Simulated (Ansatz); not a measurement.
TiB2:

```
Ti B
1.0
     3.02920    0.00000    0.00000
    -1.51460    2.62336    0.00000
     0.00000    0.00000    3.22840
Ti B
1 2
Cartesian
  0.0000 0.0000 0.0000
  1.5146 0.8745 1.6142
  0.0000 1.7489 1.6142
```

Program: Ansatz 0.2.0. Alike in all runs: potentials or basis Ansatz PAW; no spin polarisation; cell as given; k mesh 10 × 10 × 8; smearing fermi-dirac 0.05 eV.

**Question.** Order these runs on this cell by their pressure, lowest first.
A. level PBEsol; cutoff (eV) 420
B. level LDA; cutoff (eV) 420; points for each segment of the path 14
C. level PBE; cutoff (eV) 800
D. level BLYP; cutoff (eV) 420; points for each segment of the path 14

**Answer.** B (-11.2 GPa), A (-5.1 GPa), C (0.3 GPa), D (6.6 GPa).

Caveats: the PAW data sets come from PBE, with cores solved anew for the run's functional, which leaves a small shift of forces and pressure (some runs).
